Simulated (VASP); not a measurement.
Here is a VASP 6.6.1 calculation.

Contents of INCAR:

```
  PREC = Accurate
  ENCUT = 600
  EDIFF = 1E-6
  ISMEAR = 0
  SIGMA = 0.03
  LREAL = False
  LASPH = True
  NELM = 80
  ALGO = Normal
  ISIF = 3
  LWAVE = False
  LCHARG = False
  GGA = PE
  IVDW = 12
  IBRION = 2
  NSW = 90
  EDIFFG = -0.01
  LATTICE_CONSTRAINTS = .TRUE. .TRUE. .FALSE.
  KPAR = 4
```

KPOINTS

```
regular mesh
0
Gamma
  12 12 1
```

File POSCAR:

```
SnS2
1.0
    3.6390000000      0.0000000000      0.0000000000
   -1.8195000000      3.1514664400      0.0000000000
    0.0000000000      0.0000000000     26.8020000000
S Sn
4 2
Direct
    0.6666666700      0.3333333300      0.3357958400
    0.3333333300      0.6666666700      0.4452652800
    0.6666666700      0.3333333300      0.5547347200
    0.3333333300      0.6666666700      0.6642041600
    0.0000000000      0.0000000000      0.3905305600
    0.0000000000      0.0000000000      0.6094694400
```

Potentials or basis: VASP PAW PBE potentials, release 64 (S, Sn_d).

The run is started by

```console
$ cat potpaw_PBE.64/S/POTCAR potpaw_PBE.64/Sn_d/POTCAR > POTCAR
$ mpirun -np 4 vasp_std > vasp.out
```

**Question.** Estimate the space group after relaxing (to 0.05 Å).

**Answer.** P-3m1 (No. 164).

**Question.** Estimate the band gap on the k mesh.

**Answer.** 1.51 eV, indirect (least direct gap 1.74 eV).

Step by step:
```
step  energy change (eV)  largest force (eV/Å)  pressure (GPa)  volume (Å³)
   1              0.0000                0.2768            0.81       307.37
   2             -0.0139                0.0624           -0.38       315.28
   3             -0.0181                0.0591           -0.01       312.65
   4             -0.0186                0.0382            0.00       312.24
   5             -0.0190                0.0077           -0.02       311.63
```

Caveat: spin-orbit coupling is left out, which moves the levels of the heavy elements. Zero-point motion and thermal expansion aren't in these numbers.
